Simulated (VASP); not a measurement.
# Si: relaxation of cell and atoms with r2SCAN

Si:

```
CELL_PARAMETERS angstrom
3.83021 0.00000 0.00000
-1.91510 3.31706 0.00000
0.00000 0.00000 6.33333
ATOMIC_POSITIONS crystal
Si 0.66667 0.33333 0.06296
Si 0.33333 0.66667 0.56296
Si 0.66667 0.33333 0.43704
Si 0.33333 0.66667 0.93704
```

The cell was built by a generator and needn't be a form met in nature.

```
Program                : VASP 6.6.1
Task                   : relaxation of cell and atoms
Functional             : r2SCAN
Potentials or basis    : VASP PAW PBE potentials, release 64 (Si)
Cutoff                 : 600 eV
k mesh                 : 12 × 12 × 6
Occupations            : gaussian, width 0.03 eV
Spin                   : no spin polarisation
Further INCAR settings : ALGO = Normal; EDIFF = 1e-07; IBRION = 2; EDIFFG = -0.005; NSW = 90; ISIF = 3
```

- Energy gained by relaxing: 0.0 meV/atom
- Ionic steps: 2
- Pressure after relaxing: 0.0 GPa
- Largest force after relaxing: 0.004 eV/Å
- Band gap on the k mesh: 0.62 eV, indirect (least direct gap 1.38 eV)

Forces in eV/Å, atoms in the order of the input:
```
Si   0.000  0.000  0.004
Si   0.000  0.000  0.004
Si   0.000  0.000 -0.004
Si   0.000  0.000 -0.004
```

Final structure:
```
Si
1.0
     3.82932    0.00000    0.00000
    -1.91466    3.31629    0.00000
     0.00000    0.00000    6.33597
Si
4
Direct
  0.66667 0.33333 0.06304
  0.33333 0.66667 0.56304
  0.66667 0.33333 0.43696
  0.33333 0.66667 0.93696
```

Levels at points of the mesh, in eV from the valence-band top:
```
           k point  band 4  band 5  band 6  band 7  band 8  band 9  band 10  band 11  band 12
(0.00, 0.00, 0.00)   -1.61   -1.61   -0.38    0.00    0.00    1.38     2.17     2.17     2.55
(0.50, 0.00, 0.00)   -6.23   -4.87   -3.23   -3.10   -1.53    0.62     2.65     3.24     3.35
(0.00, 0.00, 0.50)   -4.40   -0.98   -0.98   -0.98   -0.98    2.16     2.16     3.21     3.21
(0.50, 0.00, 0.50)   -7.57   -2.58   -2.58   -2.56   -2.56    1.15     1.15     1.90     1.90
```

Run time: 7.5 min on 1 thread of Intel(R) Xeon(R) Platinum 8259CL CPU @ 2.50GHz (Skylake/Cascade Lake) (shared host), peak memory 0.28 GiB.

Caveat: the PAW data sets were made with another functional, which shifts forces and pressure a little. r2SCAN opens gaps a little over a GGA but as a rule still falls short of measured ones.
